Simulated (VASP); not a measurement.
Input of a VASP 6.6.1 run:

File INCAR:

```
ALGO = Normal ; EDIFF = 1E-6
ENCUT = 520 ; GGA = PE
ISIF = 2 ; ISMEAR = 0
ISPIN = 2 ; LASPH = T
LCHARG = F ; LDAU = T
LDAUJ = 0 ; LDAUL = 3
LDAUPRINT = 1 ; LDAUTYPE = 2
LDAUU = 6 ; LMAXMIX = 6
LORBIT = 11 ; LREAL = F
LWAVE = F ; MAGMOM = 7
NBANDS = 19 ; NELM = 150
PREC = Accurate ; SIGMA = 0.05
```

KPOINTS

```
k-points
0
Gamma
  8 8 8
```

POSCAR

```
Gd
1.0
   -2.0239434614      2.0239434614      2.0239434614
    2.0239434614     -2.0239434614      2.0239434614
    2.0239434614      2.0239434614     -2.0239434614
Gd
1
Direct
    0.0000000000      0.0000000000      0.0000000000
```

Potentials or basis: VASP PAW PBE potentials, release 64 (Gd).

Launch:

```console
$ cat potpaw_PBE.64/Gd/POTCAR > POTCAR
$ mpirun -np 1 vasp_std > vasp.out
```

Task: Predict the band gap on the k mesh.

Result: None (metal or under the smearing width).

Task: Estimate the site moments.

Result: Gd +7.18 μB.

Task: Estimate the pressure.

Result: 0.8 GPa.

Task: What does it give for the net moment?

Result: 7.96 μB per cell.

Eigenvalues of the final occupation matrices:
```
    site  spin  trace                         eigenvalues
site 1 f     1   6.93  0.99 0.99 0.99 0.99 0.99 0.99 0.99
site 1 f     2   0.00  0.00 0.00 0.00 0.00 0.00 0.00 0.00
```

Caveat: spin-orbit coupling is left out, which moves the levels of the heavy elements. The state reached can hang on the start; a lower one may exist.
